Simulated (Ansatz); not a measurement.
# WS2: the cell at several levels of theory, part 2 of 2

Ansatz 0.2.0, plane waves.

## Step 3: r2SCAN+rVV10: cell and atoms

The COD entry's cell or inner coordinates are ideal or old and differ from later refinements, so a difference from it is no clean test against experiment.

It starts from the cell of step 2.

The input, input.yaml:

```yaml
crystal:
  lattice:
    - [3.1537884329, 0.0, 0.0]
    - [-1.5768942165, 2.7312609011, 0.0]
    - [0.0, 0.0, 12.1447637014]
  atoms:
    - { symbol: W, position: [0.3333333333, 0.6666666667, 0.25] }
    - { symbol: W, position: [0.6666666667, 0.3333333333, 0.75] }
    - { symbol: S, position: [0.3333333333, 0.6666666667, 0.6203213289] }
    - { symbol: S, position: [0.6666666667, 0.3333333333, 0.1203213289] }
    - { symbol: S, position: [0.3333333333, 0.6666666667, 0.8796786711] }
    - { symbol: S, position: [0.6666666667, 0.3333333333, 0.3796786711] }
kpoints:
  mp_grid: { grid: [12, 12, 2] }
hamiltonian:
  xc: r2scan
  dispersion: rvv10
scf:
  occupations: { method: fermi_dirac, width: 0.02 }
relax:
  f_tol: 0.005
  cell: {}
```

Run with:

```console
> ansatz run input.yaml --threads 4 --pin off --max-ram 9216MiB --backend cpu --events-out ev --progress --plain --runs-dir out
```

The log of the run, cut to the lines that bear on the results:

```text
Warning: RAYON_NUM_THREADS=4 ignored (pool sized by the plan → 4); use --threads N
[...]
Pseudopotentials: kind: paw
Pseudopotential: W, paw, valence charge 14, recommended cutoff 500 eV (meta_gga), W.paw.azcp
Pseudopotential: S, paw, valence charge 6, recommended cutoff 500 eV (meta_gga), S.paw.azcp
Functional definition: r2SCAN+rVV10
[...]
Crystal: 6 atoms, lattice volume = 104.613 Å³
Basis set: ecut = 500 eV, 2625 PW (Γ), exchange–correlation on 108×108×400 points (64 copies of the dense FFT grid, shifted against one another)
Bands: 32, of which v1, the nominal top of the filled ones, is band 26 counted from 1 (25 counted from 0)
Symmetry: 24 space group operations
Space group: P63/mmc (ITA 194), of the structure as read, at distance tolerance 4.7e-5 Å
k-points: 38 of 288
[...]
rVV10 density: all electrons in the spheres
[...]
        0.001542       0.000000      -0.000000
        0.000000       0.001542       0.000000
       -0.000000       0.000000       0.006890
  P = ⅓ Tr σ = 0.0033 GPa (0.033 kbar)
--- Relaxed structure (5 steps of the walk, 4 accepted, 1 SCFs on fresh bases) ---
  F+E_penalty+E_count = -24415.49657676 eV   max|allowed force component| = 9.094e-5 eV/Å   (the final SCF, on the basis selected at the relaxed cell)
  cell:  # Å, volume = 108.7014 Å³
    - [3.169944709144033, 2.9015313284990384e-11, 0.0]
    - [-1.5849723545971446, 2.745252646696298, 0.0]
    - [0.0, 0.0, 12.491115835208987]
  atoms:
    - { symbol: W, position: [0.3333333333333333, 0.6666666666666666, 0.25] }
    - { symbol: W, position: [0.6666666666666665, 0.3333333333333333, 0.7500000000000001] }
    - { symbol: S, position: [0.3333333333333333, 0.6666666666666666, 0.624892462814403] }
    - { symbol: S, position: [0.6666666666666665, 0.3333333333333333, 0.124892462814403] }
    - { symbol: S, position: [0.3333333333333333, 0.6666666666666666, 0.875107537185597] }
    - { symbol: S, position: [0.6666666666666665, 0.3333333333333333, 0.3751075371855971] }
```

Run time: 40 s. Hardware: 4 threads of Arm Neoverse V1, shared host; peak memory 0.84 GiB.

Step by step:

| step | energy change (meV/atom) | largest force (eV/Å) | pressure (GPa) | volume (Å³/atom) |
| --- | --- | --- | --- | --- |
| 1 | 0.0 | 0.2334 | 0.89 | 17.435 |
| 2* | 12.0 | 0.6382 | -0.48 | 19.067 |
| 3 | -4.5 | 0.0068 | 0.06 | 18.049 |
| 4 | -4.6 | 0.0062 | 0.05 | 18.094 |
| 5 | -4.6 | 0.0000 | 0.00 | 18.117 |
| 6 | -4.8 | 0.0001 | 0.00 | 18.117 |

A star marks a trial step that the optimiser took back.

Step 6 solves the same cell on a plane-wave basis chosen anew, so the energy can jump there without a move.

The table lists every geometry solved, with passes on a fresh basis, whose energies don't compare exactly with the rows above.

|  | before | after | change |
| --- | --- | --- | --- |
| a (Å) | 3.154 | 3.170 | +0.51 % |
| c (Å) | 12.145 | 12.491 | +2.85 % |
| volume (Å³/atom) | 17.435 | 18.117 | +3.91 % |
| shortest distance (Å) | 2.407 | 2.407 | -0.04 % |
| space group | P6_3/mmc | P6_3/mmc | same |

## Step 4: Relaxation with PBE-D4

input.yaml, as its differences from that of step 3:

```diff
@@ -15,4 +15,4 @@
 hamiltonian:
-  xc: r2scan
-  dispersion: rvv10
+  xc: pbe
+  dispersion: d4
 scf:
@@ -22 +22,6 @@
   cell: {}
+output:
+  write_density: true
+  write_potential: true
+  elf: true
+  volumetric_format: npy
```

Run with:

```console
> ansatz run input.yaml --threads 4 --pin off --max-ram 9216MiB --backend cpu --events-out ev --progress --plain --runs-dir out
```

The log of the run, cut to the lines that bear on the results:

```text
Warning: RAYON_NUM_THREADS=4 ignored (pool sized by the plan → 4); use --threads N
[...]
[... 4 set-up lines as earlier in the session ...]
[...]
Crystal: 6 atoms, lattice volume = 104.613 Å³
Basis set: ecut = 420 eV, 2033 PW (Γ), exchange–correlation on 48×48×180 points (8 copies of the dense FFT grid, shifted against one another)
Bands: 32, of which v1, the nominal top of the filled ones, is band 26 counted from 1 (25 counted from 0)
[... 2 set-up lines as earlier in the session ...]
k-points: 38 of 288
[...]
SCF iter   1: F=—  HF=-24385.406346 eV  |F-HF|=—  |Δ(HF+E_count)|=         —  Δρ=5.15e-3  dr2=1.04e-2  ethr=1.77e-3  ⟨swp⟩=6.5  Hψ=5737  notcnv=0
[...]
       -0.000000       0.000000       0.002845
  P = ⅓ Tr σ = -0.0069 GPa (-0.069 kbar)
--- Band table (eV; the first three rows and the last of 38) ---
[...]
--- Relaxed structure (3 steps of the walk, 2 accepted, 1 SCFs on fresh bases) ---
  F+E_penalty+E_count = -24385.41703946 eV   max|allowed force component| = 2.730e-3 eV/Å   (the final SCF, on the basis selected at the relaxed cell)
  cell:  # Å, volume = 105.1569 Å³
    - [3.1558644220757714, 2.8886433361151e-11, 0.0]
    - [-1.5779322110629024, 2.733058760402671, 0.0]
    - [0.0, 0.0, 12.19186909379183]
  atoms:
    - { symbol: W, position: [0.3333333333333333, 0.6666666666666665, 0.25000000000000006] }
    - { symbol: W, position: [0.6666666666666667, 0.33333333333333326, 0.7500000000000001] }
    - { symbol: S, position: [0.3333333333333333, 0.6666666666666665, 0.6208225243949002] }
    - { symbol: S, position: [0.6666666666666667, 0.33333333333333326, 0.1208225243949] }
    - { symbol: S, position: [0.3333333333333333, 0.6666666666666665, 0.8791774756051002] }
    - { symbol: S, position: [0.6666666666666667, 0.33333333333333326, 0.3791774756051001] }
```

It took 8.2 s on 4 threads of Arm Neoverse V1, shared host; peak memory 0.49 GiB.

Step by step:

| step | energy change (meV/atom) | largest force (eV/Å) | pressure (GPa) | volume (Å³/atom) |
| --- | --- | --- | --- | --- |
| 1 | 0.0 | 0.0006 | 0.26 | 17.435 |
| 2* | 0.1 | 0.0477 | -0.17 | 17.650 |
| 3 | -0.1 | 0.0027 | -0.01 | 17.526 |
| 4 | -0.1 | 0.0027 | -0.01 | 17.526 |

A star marks a trial step that the optimiser took back.

The table lists every geometry solved, with passes on a fresh basis, whose energies don't compare exactly with the rows above.

|  | before | after | change |
| --- | --- | --- | --- |
| a (Å) | 3.154 | 3.156 | +0.07 % |
| c (Å) | 12.145 | 12.192 | +0.39 % |
| volume (Å³/atom) | 17.435 | 17.526 | +0.52 % |
| shortest distance (Å) | 2.407 | 2.408 | +0.04 % |
| space group | P6_3/mmc | P6_3/mmc | same |

## Step 5: All levels compared

This closing draws on all 2 parts.

```
       level  a (Å)   c (Å)  volume (Å³/atom)  space group  SCF geometries
  PBE-D3(BJ)  3.154  12.145            17.435     P6_3/mmc               6
r2SCAN+rVV10  3.170  12.491            18.117     P6_3/mmc               6
      PBE-D4  3.156  12.192            17.526     P6_3/mmc               4
```

**Reading.** From the start to the first minimum the volume moved by -4.4 %. The volume runs from PBE-D3(BJ) (least) to r2SCAN+rVV10 (most), a spread of 3.9 %, or 1.3 % in length if all axes shared it alike. A measured a is 3.1532 Å (quoted in “Random anion distribution in MSxSe2−x (M = Mo, W) crystals and nanosheets”, 2018, pmc:9078701); the misses are PBE-D3(BJ) +0.0 %, r2SCAN+rVV10 +0.5 %, PBE-D4 +0.1 %. A measured c is 12.32 Å (quoted in “Pressure coefficients for direct optical transitions in MoS2, MoSe2, WS2, and WSe2 crystals and semiconductor to metal transitions”, 2016, pmc:4877596); the misses are PBE-D3(BJ) -1.4 %, r2SCAN+rVV10 +1.4 %, PBE-D4 -1.0 %. 2 values of this kind are on record (12.32 to 12.323 Å); this one was drawn at random. The calculation is for a static lattice, without the thermal expansion and zero-point motion that a deposited cell holds.
